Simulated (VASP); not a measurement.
Input of a VASP 6.6.1 run:

Contents of INCAR:

```
ALGO     = Normal         # electronic algorithm
EDIFF    = 1E-6           # SCF threshold, eV
ENCUT    = 500            # plane-wave cutoff, eV
GGA_COMPAT= False        
ISIF     = 2              # what is computed and relaxed
ISMEAR   = 0              # smearing method
LASPH    = True           # aspherical terms in the spheres
LCHARG   = True           # write CHGCAR
LELF     = True           # ELF
LREAL    = False          # projectors in reciprocal space
LVHAR    = True         
LWAVE    = False          # write WAVECAR
NBANDS   = 11             # bands
NELM     = 120            # most SCF steps
PREC     = Accurate       # precision mode
SIGMA    = 0.01           # smearing width, eV
```

KPOINTS

```
k-points
0
Gamma
  6 6 6
```

Contents of POSCAR:

```
AlP
1.0
    0.0000000000      2.7255000000      2.7255000000
    2.7255000000      0.0000000000      2.7255000000
    2.7255000000      2.7255000000      0.0000000000
Al P
1 1
Direct
    0.0000000000      0.0000000000      0.0000000000
    0.7500000000      0.7500000000      0.7500000000
```

Potentials or basis: VASP PAW LDA potentials, release 64 (Al, P).

Command:

```console
$ cat potpaw_LDA.64/Al/POTCAR potpaw_LDA.64/P/POTCAR > POTCAR
$ mpirun -np 1 vasp_std > vasp.out
```

Predict the pressure.

-0.7 GPa.

Estimate the band gap on the k mesh.

1.43 eV (least direct gap 3.16 eV).

**Measured values to compare with.**

A printed reference work, data compilation reports, for a bulk crystal of AlP at 4.2 K: band gap 2.505 eV (indirect).

Against the measured gap of AlP, 2.505 eV (indirect; 4.2 K; a printed reference work, data compilation), the calculated 1.43 eV is off by -1.08 eV. The value is that of LDA on a finite k mesh, which can miss the band edges, without temperature or zero-point motion. Semilocal functionals fall short of measured gaps as a rule.
